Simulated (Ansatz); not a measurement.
# Si3C2: what a guessed cell relaxes into

The task: take a trial cell of Si3C2 to zero force and stress.

Computed with Ansatz 0.2.0 (DFT PBE, scalar-relativistic, plane waves, PAW, unless a step's input says otherwise).

**1. Starting point**

It takes space group I4/mmm (No. 139, tetragonal). The conventional cell has a = 2.721 Å, b = 2.721 Å, c = 19.239 Å, α = 90.00°, β = 90.00°, γ = 90.00°. Si (site symmetry 4/mmm) has 4 Si at 2.72 Å and 8 C at 2.72 Å as nearest neighbours. Si (site symmetry 4mm) has 8 Si at 2.72 Å and 4 C at 2.72 Å as nearest neighbours. Around C (site symmetry 4mm) lie 4 C at 2.72 Å and 8 Si at 2.72 Å.

As a file:

```
Si C
1.0
    -1.36044    1.36044    9.61974
     1.36044   -1.36044    9.61974
     1.36044    1.36044   -9.61974
Si C
3 2
Direct
  0.50000 0.50000 0.00000
  0.70000 0.70000 0.00000
  0.30000 0.30000 0.00000
  0.90000 0.90000 0.00000
  0.10000 0.10000 0.00000
```

The start is an ordering of an alloy on its end members' structure types: elements ordered on the sites of the Cs type, Si/C on Cs (I4/mmm, No. 139).

**2. The guess as it stands, on a coarse mesh**

Input file input.yaml:

```yaml
crystal:
  lattice:
    - [-1.36043629, 1.36043629, 9.61973727]
    - [1.36043629, -1.36043629, 9.61973727]
    - [1.36043629, 1.36043629, -9.61973727]
  atoms:
    - { symbol: Si, position: [0.5, 0.5, 0.0] }
    - { symbol: Si, position: [0.7, 0.7, 0.0] }
    - { symbol: Si, position: [0.3, 0.3, 0.0] }
    - { symbol: C, position: [0.9, 0.9, 0.0] }
    - { symbol: C, position: [0.1, 0.1, 0.0] }
basis:
  ecutwfc: 420
kpoints:
  mp_grid: { grid: [8, 8, 8] }
hamiltonian:
  xc: pbe
scf:
  occupations: { method: gaussian, width: 0.1 }
  lower_state_search: "off"
output:
  forces: true
  stress: true
  eigenvalues: true
```

Run with:

```
$ ansatz run input.yaml --threads 1 --pin off --max-ram 2560MiB --backend cpu --events-out ev --progress --plain --runs-dir out
```

The session goes on with these runs: spin check on a coarse mesh; rough relaxation on the coarse mesh; full relaxation.

**Question.** What will these runs give? Wanted: conventional cell; volume; energy over the elements; gap on the mesh.

As calculated:

```
                              quantity                                                                       value
symmetry at the end (tolerance 0.05 Å)                                                space group I4/mmm (No. 139)
                     conventional cell  a = 2.786 Å, b = 2.786 Å, c = 14.477 Å, α = 90.00°, β = 90.00°, γ = 90.00°
                                volume                                                               11.24 Å³/atom
              energy over the elements                                                               +0.79 eV/atom
                       gap on the mesh                                                                none (metal)
```

**Reading.** The space group I4/mmm (No. 139) is kept, and the volume per atom shrinks by 21.1 % from the first guess. With a positive formation energy it can't be a ground state. No finished test with a distortion of lower symmetry is shown, so the end may be a saddle point. Other magnetic orders were not searched.
